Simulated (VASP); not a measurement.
**SiO2 (Cristobalite): relaxation of cell and atoms with PBEsol**

SiO2 (Cristobalite):

```
Si O
1.0
     4.98200    0.00000    0.00000
     0.00000    4.98200    0.00000
     0.00000    0.00000    6.96300
Si O
4 8
Direct
  0.29897 0.29897 0.00000
  0.20103 0.79897 0.25000
  0.70103 0.70103 0.50000
  0.79897 0.20103 0.75000
  0.23989 0.10347 0.17813
  0.39653 0.73989 0.42813
  0.76011 0.89653 0.67813
  0.60347 0.26011 0.92813
  0.73989 0.39653 0.57187
  0.89653 0.76011 0.32187
  0.26011 0.60347 0.07187
  0.10347 0.23989 0.82187
```

- Program: VASP 6.6.1
- Task: relaxation of cell and atoms
- Functional: PBEsol
- Potentials or basis: VASP PAW PBE potentials, release 64 (Si, O)
- Cutoff: 600 eV
- k mesh: 6 × 6 × 4
- Occupations: gaussian, width 0.03 eV
- Spin: no spin polarisation
- Further INCAR settings: ALGO = Normal; EDIFF = 1e-06; IBRION = 2; EDIFFG = -0.01; NSW = 90; ISIF = 3

| Item | Value |
| --- | --- |
| Relaxed volume | 14.73 Å³/atom |
| Relaxed cell | a = 5.024 Å, b = 5.024 Å, c = 7.003 Å, α = 90.00°, β = 90.00°, γ = 90.00° |
| Space group after relaxing (to 0.05 Å) | P4_12_12 (No. 92) |
| Energy gained by relaxing | 4.9 meV/atom |
| Ionic steps | 11 |
| Pressure after relaxing | 0.0 GPa |
| Largest force after relaxing | 0.008 eV/Å |
| Band gap on the k mesh | 5.57 eV, direct |

Forces in eV/Å, atoms in the order of the input:
```
Si  -0.003 -0.003  0.000
Si   0.003 -0.003  0.000
Si   0.003  0.003  0.000
Si  -0.003  0.003  0.000
O    0.000 -0.003  0.007
O    0.003  0.000  0.007
O    0.000  0.003  0.007
O   -0.003  0.000  0.007
O    0.000  0.003 -0.007
O    0.003  0.000 -0.007
O    0.000 -0.003 -0.007
O   -0.003  0.000 -0.007
```

Step by step:
```
step  energy change (eV)  largest force (eV/Å)  pressure (GPa)  volume (Å³)
   1              0.0000                0.3186            4.28       172.82
   2              0.0795                0.6074           -5.49       182.63
   3             -0.0573                0.1328            0.17       176.57
   4             -0.0573                0.1275            0.24       176.50
   5             -0.0496                0.3473           -0.48       177.25
   6             -0.0588                0.0153            0.04       176.71
   7             -0.0588                0.0177            0.03       176.72
   8             -0.0589                0.0127           -0.05       176.80
   9             -0.0590                0.0102           -0.13       176.89
  10             -0.0591                0.0060           -0.07       176.84
  11             -0.0591                0.0076            0.02       176.76
```

Final structure:
```
CELL_PARAMETERS angstrom
5.02396 0.00000 0.00000
0.00000 5.02396 0.00000
0.00000 0.00000 7.00295
ATOMIC_POSITIONS crystal
Si 0.29928 0.29928 0.00000
Si 0.20072 0.79928 0.25000
Si 0.70072 0.70072 0.50000
Si 0.79928 0.20072 0.75000
O 0.23926 0.10366 0.17886
O 0.39634 0.73926 0.42886
O 0.76074 0.89634 0.67886
O 0.60366 0.26074 0.92886
O 0.73926 0.39634 0.57114
O 0.89634 0.76074 0.32114
O 0.26074 0.60366 0.07114
O 0.10366 0.23926 0.82114
```

Levels at points of the mesh, in eV from the valence-band top:
```
           k point  band 29  band 30  band 31  band 32  band 33  band 34  band 35  band 36
(0.00, 0.00, 0.00)    -0.67    -0.28    -0.28     0.00     5.57     8.63     8.63     9.00
(0.50, 0.00, 0.00)    -0.64    -0.64    -0.48    -0.48     7.57     7.57     9.09     9.09
(0.50, 0.50, 0.00)    -0.59    -0.59    -0.54    -0.54     8.55     8.55     8.64     8.64
(0.00, 0.00, 0.50)    -0.52    -0.52    -0.39    -0.39     6.80     6.80     9.23     9.23
(0.50, 0.00, 0.50)    -0.92    -0.92    -0.17    -0.17     7.82     7.82     8.85     8.85
(0.50, 0.50, 0.50)    -0.63    -0.63    -0.63    -0.63     9.05     9.05     9.05     9.05
```

Run time: 3.9 min on 4 MPI ranks on Intel(R) Xeon(R) Platinum 8488C (Sapphire Rapids), on a shared host, peak memory 0.4 GiB a rank.

Caveat: the PAW data sets were made with another functional, which shifts forces and pressure a little. Zero-point motion and thermal expansion aren't in these numbers.
